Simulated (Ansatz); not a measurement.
# Relaxation path: In (simple hexagonal type)

DFT, PBE, PAW with Ansatz's default frozen-core files, scalar-relativistic (Ansatz 0.2.0); a Γ-centred 15×15×14 k mesh, Fermi–Dirac smearing of 0.1 eV, no spin polarisation. The run relaxes shape and atoms at held volume.

Command: `ansatz run input.yaml --threads 1 --pin off --max-ram 2048MiB --backend cpu --events-out ev --progress --plain --runs-dir out` It took 6.3 s on 1 thread of Intel(R) Xeon(R) Platinum 8488C (Sapphire Rapids) (shared host), peak memory 0.38 GiB.

```yaml
crystal:
  lattice:
    - [2.4032077638, 0.0, 0.0]
    - [-1.2016038819, 2.081238974, 0.0]
    - [0.0, 0.0, 2.281433525]
  atoms:
    - { symbol: In, position: [0.0, 0.0, 0.0] }
kpoints:
  mp_grid: { grid: [15, 15, 14] }
scf:
  occupations: { method: fermi_dirac, width: 0.1 }
hamiltonian:
  xc: pbe
  pseudopotentials: { kind: paw }
output:
  forces: true
  stress: true
  write_density: true
  write_potential: true
  elf: true
  volumetric_format: npy
relax:
  f_tol: 0.005
  max_steps: 30
  cell: { stress_tol: 0.75, fix: [volume] }
```

Each step lists its free energy a cell above the last geometry, the pressure, the cell vectors (Å), and Cartesian positions (Å) with forces (eV/Å).

The first step:

```
step 1  dF = 3.73 meV  P = 321.2 GPa
  cell 2.4032 0.0000 0.0000  -1.2016 2.0812 0.0000  0.0000 0.0000 2.2814
  In 0.0000 0.0000 0.0000   0.0000 0.0000 0.0000
```

Q: Where does the relaxation end, and by which steps?

A: After 3 geometries, with conventional a, b, c = 2.396, 2.396, 2.296 Å, at 11.411 Å³/atom and 321.1 GPa in space group P6/mmm, with a shortest distance of 2.296 Å. The further steps:
```
step 2  dF = 1.75 meV  P = 321.2 GPa
  cell 2.3908 0.0000 0.0000  -1.1954 2.0705 0.0000  0.0000 0.0000 2.3051
  In 0.0000 0.0000 0.0000   0.0000 0.0000 0.0000
step 3  dF = 0.00 meV  P = 321.1 GPa
  cell 2.3956 0.0000 0.0000  -1.1978 2.0747 0.0000  0.0000 0.0000 2.2959
  In 0.0000 0.0000 0.0000   0.0000 0.0000 0.0000
step 4  dF = -0.03 meV  P = 321.1 GPa  (same geometry on a basis chosen anew; earlier energies don't compare to the last digit)
  cell 2.3956 0.0000 0.0000  -1.1978 2.0747 0.0000  0.0000 0.0000 2.2959
  In 0.0000 0.0000 0.0000   0.0000 0.0000 0.0000
```
